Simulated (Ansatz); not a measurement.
# Pt: all-electron results

```
CELL_PARAMETERS angstrom
0.00000 1.97158 1.97158
1.97158 0.00000 1.97158
1.97158 1.97158 0.00000
ATOMIC_POSITIONS crystal
Pt 0.00000 0.00000 0.00000
```

Structure from Materials Project entry mp-126 (possibly hypothetical), not relaxed further.

No spin–orbit coupling, which matters for the heavy atoms here.

All numbers below come from DFT, LDA, all-electron LAPW, scalar-relativistic in Ansatz 0.2.0.

Settings: a Γ-centred 16×16×16 k mesh, Fermi–Dirac smearing of 0.05 eV, basis error target 0.25 meV/atom, no spin polarisation.

```
Pressure at this cell                             : -10.50 GPa
Band gap                                          : none: bands cross the Fermi level, a metal
Density of states at the Fermi level (0.2 eV bin) : 1.99 states/eV per cell
Volume per atom                                   : 15.33 Å³
```
